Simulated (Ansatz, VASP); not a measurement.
Sc: VASP beside Ansatz

```xyz
1
Lattice="0.0000 2.2364 2.2705 2.2364 0.0000 2.2705 2.2364 2.2364 0.0000" Properties=species:S:1:pos:R:3 pbc="T T T"
Sc    0.0000    0.0000    0.0000
```

Change from the starting cell: strain -0.015 along x and y, +0.000 along z, atoms carried along.

Alike in both runs: task single point; functional LDA; k mesh 18 × 18 × 18; occupations gaussian, width 0.15 eV; no spin polarisation.

```csv
,VASP,Ansatz
version,VASP 6.6.1,Ansatz 0.2.0
potentials or method,"VASP PAW LDA potentials, release 64 (Sc_sv)","scalar-relativistic, plane waves, PAW"
plane-wave cutoff (eV),520,420
valence electrons in the cell,11,11
```

```tsv
	VASP	Ansatz	Ansatz less VASP
gap on the k mesh at the Fermi level (eV)	none	none	-
pressure (GPa)	-0.8	-0.8	-0.07
largest component of the traceless stress (GPa)	0.33	0.33	0.000
```

A gap of «none» marks a metal or a gap that the smearing closes.
